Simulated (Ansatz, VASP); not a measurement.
# One calculation of Ru, two programs

```
Ru
1.0
     0.00000    1.88246    1.88246
     1.88246    0.00000    1.88246
     1.88246    1.88246    0.00000
Ru
1
Direct
  0.00000 0.00000 0.00000
```

Alike in both runs: task relaxation of cell and atoms; functional PBEsol; k mesh 20 × 20 × 20; occupations gaussian, width 0.1 eV; no spin polarisation.

|  | VASP | Ansatz |
| --- | --- | --- |
| version | VASP 6.6.1 | Ansatz 0.2.0 |
| potentials or method | VASP PAW PBE potentials, release 64 (Ru_pv) | scalar-relativistic, plane waves, PAW |
| plane-wave cutoff (eV) | 600 | 420 |
| valence electrons in the cell | 14 | 16 |

|  | VASP | Ansatz | Ansatz less VASP |
| --- | --- | --- | --- |
| gap on the k mesh at the Fermi level, each at its own relaxed structure (eV) | none | none | - |
| relaxed volume (Å³/atom) | 13.38 | 13.38 | +0.005 |
| relaxed cell length with the largest relative difference (Å) | 2.665 | 2.665 | +0.0003 |

A gap of «none» marks a metal or a gap that the smearing closes. The two sets of potentials don't hold the same shells in valence.

Caveats: the PAW data sets were made with another functional, which shifts forces and pressure a little (VASP).
